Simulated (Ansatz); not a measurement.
N, DFT, PBEsol, PAW with Ansatz's default frozen-core files, scalar-relativistic (Ansatz 0.2.0), run on 1 thread of Arm Neoverse V2 on a shared host.

The geometry is COD entry 1539196, unchecked; take it as a test cell. The listed cell was then made from it by scaling, straining or moving an atom.

Command: `ansatz run input.yaml --threads 1 --pin off --max-ram 3072MiB --backend cpu --events-out ev --progress --plain --runs-dir out`

```yaml
crystal:
  lattice:
    - [3.6290016496, -0.0362900165, -0.0362900165]
    - [-1.845928901, 3.1609526272, -0.0132830679]
    - [-0.0589, -0.0589, 5.89]
  atoms:
    - { symbol: "N", position: [0.3333333333, 0.6666666667, 0.25] }
    - { symbol: "N", position: [0.6666666667, 0.3333333333, 0.75] }
kpoints:
  mp_grid: { grid: [10, 10, 5] }
scf:
  occupations: { method: fermi_dirac, width: 0.02 }
hamiltonian:
  xc: pbesol
  pseudopotentials: { kind: paw }
output:
  forces: true
  stress: true
  eigenvalues: true
  efg: { contact_densities: true }
```

Problem. How large is the problem that the program sets up?

Solution. 252 irreducible k-points, 1299 plane waves at Γ, 9 bands.

Problem. About how long does it take, and how much memory does it use?

Solution. 7 s of wall time for 7 SCF iterations, with a peak of 0.42 GiB. Times on shared machines scatter by tens of per cent.

Problem. And the same cell and mesh by all-electron PAW (datasets made for this crystal), asked for forces, stress, eigenvalues, efg, on the same hardware?

Solution. 11 s, peak memory 0.4 GiB.
